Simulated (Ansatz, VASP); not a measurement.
Given: the input of a run of Ansatz 0.2.0 on ZnS (Wurtzite-2H). 

input.yaml

```yaml
crystal:
  lattice:
    - [3.811, 0.0, 0.0]
    - [-1.9055, 3.3004228138, 0.0]
    - [0.0, 0.0, 6.234]
  atoms:
    - { symbol: Zn, position: [0.6666666667, 0.3333333333, 0.5] }
    - { symbol: Zn, position: [0.3333333333, 0.6666666667, 0.0] }
    - { symbol: S, position: [0.6666666667, 0.3333333333, 0.885] }
    - { symbol: S, position: [0.3333333333, 0.6666666667, 0.385] }
hamiltonian:
  xc: pbesol
  pseudopotentials: { kind: paw }
kpoints:
  mp_grid: { grid: [8, 8, 5] }
scf:
  occupations: { method: fermi_dirac, width: 0.05 }
output:
  forces: true
  stress: true
  eigenvalues: true
relax:
  f_tol: 0.01
  max_steps: 40
  cell: { stress_tol: 0.05 }
```

Potentials or basis: Ansatz PAW.

Run with:

```console
$ ansatz run input.yaml --threads 1 --pin off --max-ram 3584MiB --backend cpu --events-out ev --progress --plain --runs-dir out
```

Set up the same calculation for VASP 6.6.1. Potentials or basis there: PBE PAW files S, Zn, 600 eV.

As run (cutoffs and basis follow the program's own potentials, and thresholds, step limits or extra output files can differ):

File INCAR:

```
SYSTEM = ZnS
  ALGO = Normal
  EDIFF = 1E-6
  EDIFFG = -0.02
  ENCUT = 600
  GGA = PS
  IBRION = 2
  ISIF = 3
  ISMEAR = -1
  LASPH = .TRUE.
  LCHARG = .FALSE.
  LREAL = .FALSE.
  LWAVE = .FALSE.
  NELM = 80
  NSW = 40
  PREC = Accurate
  SIGMA = 0.05
```

Contents of KPOINTS:

```
k-points
0
G
  8 8 5
  0 0 0
```

File POSCAR:

```
ZnS
1.0
    3.8110000000      0.0000000000      0.0000000000
   -1.9055000000      3.3004228138      0.0000000000
    0.0000000000      0.0000000000      6.2340000000
Zn S
2 2
Direct
    0.6666666667      0.3333333333      0.5000000000
    0.3333333333      0.6666666667      0.0000000000
    0.6666666667      0.3333333333      0.8850000000
    0.3333333333      0.6666666667      0.3850000000
```

Potentials or basis: VASP PAW PBE potentials, release 64 (Zn, S).

Command:

```sh
$ cat potpaw_PBE.64/Zn/POTCAR potpaw_PBE.64/S/POTCAR > POTCAR
$ mpirun -np 1 vasp_std > vasp.out
```

Both were run:

|  | Ansatz | VASP |
| --- | --- | --- |
| Relaxed volume | 19.22 Å³/atom | 19.28 Å³/atom |
| Relaxed cell | a = 3.782 Å, b = 3.782 Å, c = 6.209 Å, α = 90.00°, β = 90.00°, γ = 120.00° | a = 3.785 Å, b = 3.785 Å, c = 6.215 Å, α = 90.00°, β = 90.00°, γ = 120.00° |
| Space group after relaxing | P6_3mc (No. 186) | P6_3mc (No. 186) |
| Pressure after relaxing | 0.0 GPa | 0.0 GPa |

Ansatz's pressure holds a Pulay term of +0.06 GPa for its cutoff of 420 eV, which the other run lacks.

Ansatz's potentials were made for PBE. VASP's potentials were made for PBE.

Where Ansatz's input types no cutoff or centring, it takes its own default and a Γ-centred mesh.

Pressure is positive in compression.
